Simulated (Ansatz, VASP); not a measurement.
Ge: VASP beside Ansatz

The input POSCAR:

```
Ge
1.0
    1.4155346479     -2.6347372402      0.0000000000
    1.4155346479      2.6347372402      0.0000000000
    0.0000000000      0.0000000000      2.7337381113
Ge
1
Direct
    0.5000000000      0.5000000000      0.0000000000
```

The input INCAR.step1:

```
ALGO = Normal
EDIFF = 1E-4
ENCUT = 520
GGA = PE
ISMEAR = -1
LASPH = True
LCHARG = False
LREAL = False
LWAVE = True
NBANDS = 13
NELM = 60
PREC = Accurate
SIGMA = 0.05
```

The input INCAR.step2:

```
ALGO = Normal
EDIFF = 1E-6
ENCUT = 520
ISIF = 2
ISMEAR = -1
ISTART = 1
LASPH = True
LCHARG = False
LMIXTAU = True
LREAL = False
LWAVE = False
METAGGA = R2SCAN
NBANDS = 13
NELM = 60
PREC = Accurate
SIGMA = 0.05
```

KPOINTS

```
k-points
0
Gamma
  11 11 10
```

Contents of input.yaml:

```yaml
crystal:
  lattice:
    - [1.4155346479, -2.6347372402, 0.0]
    - [1.4155346479, 2.6347372402, 0.0]
    - [0.0, 0.0, 2.7337381113]
  atoms:
    - { symbol: Ge, position: [0.5, 0.5, 0.0] }
hamiltonian:
  xc: r2scan
  pseudopotentials: { kind: paw }
kpoints:
  mp_grid: { grid: [11, 11, 10] }
scf:
  occupations: { method: fermi_dirac, width: 0.05 }
output:
  forces: true
  stress: true
  eigenvalues: true
```

This isn't the form of Ge at room conditions, which is diamond.

Alike in both runs: task single point; functional r2SCAN; k mesh 11 × 11 × 10; occupations fermi-dirac, width 0.05 eV; no spin polarisation.

```csv
,VASP,Ansatz
version,VASP 6.6.1,Ansatz 0.2.0
potentials or method,"VASP PAW PBE potentials, release 64 (Ge_d)",Ansatz PAW
plane-wave cutoff (eV),520,500
valence electrons in the cell,14,14
```

VASP gave:

```
gap on the k mesh at the Fermi level (eV)       : none
pressure (GPa)                                  : -5.4
largest component of the traceless stress (GPa) : 1.44
```

**Question.** What did Ansatz give for the same quantities?

**Answer.** gap on the k mesh at the Fermi level (eV): none; pressure (GPa): -5.2; largest component of the traceless stress (GPa): 1.46.

A gap of «none» marks a metal or a gap that the smearing closes.

Caveats: the PAW data sets were made with another functional, which shifts forces and pressure a little (VASP); the PAW data sets come from PBE, with cores solved anew for the run's functional, which leaves a small shift of forces and pressure (Ansatz).
